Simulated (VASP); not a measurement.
These are PBE GGA with D3 dispersion (Becke-Johnson damping), VASP's PBE PAW potentials (set 64) (plane waves; VASP) values and carry that method's errors.

VASP ran on this input.

POSCAR:
```
ZrO2
1
    0.0000000000     2.5949146331     2.5949146331
    2.5949146331     0.0000000000     2.5949146331
    2.5949146331     2.5949146331     0.0000000000
Zr O
1 2
Direct
  0.0000000000   0.0000000000   0.0000000000
  0.2500000000   0.2500000000   0.2500000000
  0.7500000000   0.7500000000   0.7500000000
```

KPOINTS:
```
Automatic mesh
0
Gamma
8 8 8
0 0 0
```

**INCAR**
```
SYSTEM = ZrO2
PREC = Accurate
ENCUT = 520
EDIFF = 1E-7
NELM = 100
ALGO = Normal
LREAL = .FALSE.
LASPH = .TRUE.
ISMEAR = 0
SIGMA = 0.05
GGA = PE
IVDW = 12
LMAXMIX = 4
LWAVE = .FALSE.
LCHARG = .FALSE.
ISIF = 2
```

POTCAR, in this order: Zr_sv O (PBE.64 set). Program: vasp_std.

Output of the run:

**OSZICAR**
```
       N       E                     dE             d eps       ncg     rms          rms(c)
DAV:   1     0.193763971036E+03    0.19376E+03   -0.14713E+04   928   0.154E+03
DAV:   2    -0.268471390321E+02   -0.22061E+03   -0.21527E+03  1200   0.384E+02
DAV:   3    -0.348635760775E+02   -0.80164E+01   -0.80097E+01  1488   0.755E+01
DAV:   4    -0.350267394449E+02   -0.16316E+00   -0.16315E+00  1240   0.840E+00
DAV:   5    -0.350291777781E+02   -0.24383E-02   -0.24383E-02  1304   0.763E-01    0.222E+01
DAV:   6    -0.286468373897E+02    0.63823E+01   -0.38359E+01  1040   0.463E+01    0.873E+00
DAV:   7    -0.285619600005E+02    0.84877E-01   -0.15893E+00  1240   0.103E+01    0.539E+00
DAV:   8    -0.285257108277E+02    0.36249E-01   -0.20417E-01  1208   0.454E+00    0.504E-01
DAV:   9    -0.285273402505E+02   -0.16294E-02   -0.12743E-02  1304   0.888E-01    0.350E-01
DAV:  10    -0.285287209814E+02   -0.13807E-02   -0.41895E-03  1088   0.689E-01    0.125E-01
DAV:  11    -0.285287802487E+02   -0.59267E-04   -0.14483E-03  1240   0.317E-01    0.130E-01
DAV:  12    -0.285287167628E+02    0.63486E-04   -0.36135E-04  1032   0.147E-01    0.513E-03
DAV:  13    -0.285287182842E+02   -0.15214E-05   -0.76107E-06  1128   0.228E-02    0.465E-03
DAV:  14    -0.285287190163E+02   -0.73216E-06   -0.20866E-06  1096   0.115E-02    0.496E-03
DAV:  15    -0.285287187935E+02    0.22285E-06   -0.34187E-07  1176   0.537E-03    0.629E-04
DAV:  16    -0.285287187708E+02    0.22721E-07   -0.17321E-08   648   0.113E-03
   1 F= -.29282569E+02 E0= -.29282569E+02  d E =-.143026E-15
```

OUTCAR:
```
------------------------ aborting loop because EDIFF is reached ----------------------------------------
 Edisp (eV)   -0.75385
  FORCE on cell =-STRESS in cart. coord.  units (eV):
  Direction    XX          YY          ZZ          XY          YZ          ZX
  --------------------------------------------------------------------------------------
  Total      -2.75191    -2.75191    -2.75191    -0.00000     0.00000    -0.00000
  in kB    -126.16702  -126.16702  -126.16702    -0.00000     0.00000    -0.00000
  external pressure =     -126.17 kB  Pullay stress =        0.00 kB
  volume of cell :       34.95
      direct lattice vectors                 reciprocal lattice vectors
     0.000000000  2.594914633  2.594914633    -0.192684566  0.192684566  0.192684566
     2.594914633  0.000000000  2.594914633     0.192684566 -0.192684566  0.192684566
     2.594914633  2.594914633  0.000000000     0.192684566  0.192684566 -0.192684566
 POSITION                                       TOTAL-FORCE (eV/Angst)
 -----------------------------------------------------------------------------------
      0.00000      0.00000      0.00000         0.000000      0.000000      0.000000
      1.29746      1.29746      1.29746         0.000000      0.000000      0.000000
      3.89237      3.89237      3.89237        -0.000000     -0.000000     -0.000000
 -----------------------------------------------------------------------------------
    total drift:                                0.000000      0.000000      0.000000
  FREE ENERGIE OF THE ION-ELECTRON SYSTEM (eV)
  ---------------------------------------------------
  free  energy   TOTEN  =       -29.2825689185 eV

  energy  without entropy=      -29.2825689185  energy(sigma->0) =      -29.28256892
```
(Selected blocks of OUTCAR.)

The compound is ZrO2 in the fluorite structure, the high-temperature cubic form, which is unstable at 0 K; the monoclinic form is the stable one. This cell is one point of a volume scan, at 1.06 of the reference volume.
